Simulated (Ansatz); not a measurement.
# BaTiO3: the cost of one run

Program: Ansatz 0.2.0. Level of theory: DFT PBE+U, scalar-relativistic, plane waves, PAW. These are calculated values, not measurements.

2 further runs of the same task are left out: 2 set aside as unsound or not needed. Runs told in other sessions of the task aren't counted.

**1. The structure to begin with**

The structure is orthorhombic, space group Amm2 (No. 38). The conventional cell has a = 4.008 Å, b = 5.747 Å, c = 5.772 Å, α = 90.00°, β = 90.00°, γ = 90.00°. Ba (site symmetry mm2) has 12 O at 2.79 to 2.98 Å in its first shell of neighbours. Ti (site symmetry mm2) has 6 O at 1.89 to 2.19 Å in its first shell of neighbours. Around O (site symmetry mm2) lie 2 Ti at 2.01 Å and 4 Ba at 2.79 to 2.98 Å. Around O (site symmetry m) lie 2 Ti at 1.89 to 2.19 Å and 2 Ba at 2.82 Å.

Coordinates:

```
CELL_PARAMETERS angstrom
0.00000 -2.87328 -2.88592
-4.00822 2.87328 -2.88592
4.00822 2.87328 -2.88592
ATOMIC_POSITIONS crystal
Ba 0.99192 0.99596 0.99596
Ba 0.99192 0.49596 0.49596
Ti 0.48029 0.99015 0.49015
Ti 0.48029 0.49015 0.99015
O 0.50837 0.25419 0.25419
O 0.50837 0.75419 0.75419
O 0.50619 0.75850 0.25850
O 0.50619 0.25850 0.75850
O 0.01700 0.00310 0.50310
O 0.01700 0.50310 0.00310
```

It is built from the cell relaxed beforehand with the same method (13.29 Å³/atom).

**2. Zero of energy**

The cell is repeated 2 times, 10 atoms in all. The reference gives a free energy of -20312.2619 eV, pressure 0.01 GPa, largest force 0.006 eV/Å and gap on the mesh 2.52 eV. It was computed beforehand with the settings of the runs below.

**3. Setting up freezing in a mode**

Mode 1 of the phonon run on this cell, counted from the lowest, is frozen in: each atom moves by x times its row below, so x is the largest displacement.

```
atom      ux     uy     uz
 Ba1   0.033  0.000  0.000
 Ba2   0.033  0.000  0.000
 Ti3   0.630  0.000  0.000
 Ti4   0.630  0.000  0.000
  O5  -1.000  0.000  0.000
  O6  -1.000  0.000  0.000
  O7  -0.582  0.000  0.000
  O8  -0.582  0.000  0.000
  O9  -0.584  0.000  0.000
 O10  -0.584  0.000  0.000
```

**4. Point x = -0.400 Å**

input.yaml reads:

```yaml
crystal:
  lattice:
    - [0.0, -2.8732815214, -2.8859185184]
    - [-4.0082193262, 2.8732815214, -2.8859185184]
    - [4.0082193262, 2.8732815214, -2.8859185184]
  atoms:
    - { symbol: Ba, position: [0.9919227998, 0.9976028632, 0.9943199366] }
    - { symbol: Ba, position: [0.9919227998, 0.4976028632, 0.4943199366] }
    - { symbol: Ti, position: [0.4802907002, 1.0215583737, 0.4587323265] }
    - { symbol: Ti, position: [0.4802907002, 0.5215583737, 0.9587323265] }
    - { symbol: O, position: [0.5083731845, 0.2042891231, 0.3040840613] }
    - { symbol: O, position: [0.5083731845, 0.7042891231, 0.8040840613] }
    - { symbol: O, position: [0.5061924539, 0.7294730166, 0.287527845] }
    - { symbol: O, position: [0.5061924539, 0.2294730166, 0.787527845] }
    - { symbol: O, position: [0.0170008616, -0.0260521712, 0.532244625] }
    - { symbol: O, position: [0.0170008616, 0.4739478288, 0.032244625] }
basis:
  ecutwfc: 420
kpoints:
  mp_grid: { grid: [6, 4, 4] }
hamiltonian:
  xc: pbe
  hubbard: { sites: [{ species: Ti, l: d, u_eff: 4.0 }] }
scf:
  occupations: { method: gaussian, width: 0.05 }
output:
  forces: true
  stress: true
  eigenvalues: true
```

On the command line:

```sh
ansatz run input.yaml --threads 2 --pin off --max-ram 5120MiB --backend cpu --events-out ev --progress --plain --runs-dir out
```

**Question.** How long does this run take on 2 threads of Arm Neoverse V2, shared host, and how much memory does it need?

About 30 s, with a peak of 0.71 GiB.
